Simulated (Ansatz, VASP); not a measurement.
ZnS in VASP and in Ansatz

```
CELL_PARAMETERS angstrom
0.00000 2.69518 2.69518
2.69518 0.00000 2.69518
2.69518 2.69518 0.00000
ATOMIC_POSITIONS crystal
Zn 0.25000 0.25000 0.25000
S 0.00000 0.00000 0.00000
```

Alike in both runs: functional r2SCAN; k mesh 10 × 10 × 10; occupations fermi-dirac, width 0.02 eV; no spin polarisation.

Ansatz relaxed the structure, and its values are those at the end. VASP's run is a single point on that final structure, the one shown.

|  | VASP | Ansatz |
| --- | --- | --- |
| version | VASP 6.6.1 | Ansatz 0.2.0 |
| potentials or method | VASP PAW PBE potentials, release 64 (Zn, S) | PAW plane waves |
| plane-wave cutoff (eV) | 520 | 500 |
| valence electrons in the cell | 18 | 18 |

Ansatz gave:

| Item | Value |
| --- | --- |
| gap on the k mesh at the Fermi level (eV) | 2.70 |
| pressure (GPa) | 0.0 |

Task: Estimate VASP's values.

Result: gap on the k mesh at the Fermi level (eV): 2.71; pressure (GPa): 0.0.

The functional is the same, so the differences come from potentials, cutoffs and numerics. Ansatz warned: «stress_scf_threshold_loose».

Caveats: the PAW data sets were made with another functional, which shifts forces and pressure a little (VASP). r2SCAN opens gaps a little over a GGA but as a rule still falls short of measured ones.
